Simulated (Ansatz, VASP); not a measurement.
## AlNi: VASP beside Ansatz

INCAR

```
SYSTEM = AlNi
  ALGO = Fast
  EDIFF = 1E-6
  ENCUT = 520
  GGA = PE
  ISIF = 2
  ISMEAR = 0
  LASPH = .TRUE.
  LCHARG = .FALSE.
  LREAL = .FALSE.
  LWAVE = .FALSE.
  NBANDS = 14
  NELM = 100
  PREC = Accurate
  SIGMA = 0.15
```

KPOINTS

```
k-points
0
G
  18 18 18
  0 0 0
```

Contents of POSCAR:

```
AlNi
1.0
    3.2339759585      0.0000000000      0.0000000000
    0.0000000000      3.2339759585      0.0000000000
    0.0000000000      0.0000000000      2.2864210026
Al Ni
1 1
Direct
    0.0000000000      0.0000000000      0.0000000000
    0.5000000000      0.5000000000      0.5000000000
```

Input for Ansatz:

```yaml
crystal:
  lattice:
    - [3.2339759585, 0.0, 0.0]
    - [0.0, 3.2339759585, 0.0]
    - [0.0, 0.0, 2.2864210026]
  atoms:
    - { symbol: Al, position: [0.0, 0.0, 0.0] }
    - { symbol: Ni, position: [0.5, 0.5, 0.5] }
basis:
  ecutwfc: 420
kpoints:
  mp_grid: { grid: [18, 18, 18] }
hamiltonian:
  xc: pbe
scf:
  occupations: { method: gaussian, width: 0.15 }
output:
  forces: true
  stress: true
  eigenvalues: true
```

Alike in both runs: task single point; functional PBE; k mesh 18 × 18 × 18; occupations gaussian, width 0.15 eV; no spin polarisation.

|  | VASP | Ansatz |
| --- | --- | --- |
| version | VASP 6.6.1 | Ansatz 0.2.0 |
| potentials or method | VASP PAW PBE potentials, release 64 (Al, Ni) | scalar-relativistic, plane waves, PAW |
| plane-wave cutoff (eV) | 520 | 420 |
| valence electrons in the cell | 13 | 21 |

```csv
,VASP,Ansatz,Ansatz less VASP
gap on the k mesh at the Fermi level (eV),none,none,-
pressure (GPa),17.1,17.2,+0.08
largest component of the traceless stress (GPa),56.75,56.85,+0.105
```

A gap of «none» marks a metal or a gap that the smearing closes. The functional is the same, so the differences come from potentials, cutoffs and numerics. The two sets of potentials don't hold the same shells in valence.

Caveats: so large a pressure means that the cell lies far from this level's equilibrium, or that cutoff or potentials fall short (VASP). Spin polarisation is off, so any magnetic state and its effect on volume and gap are missing.
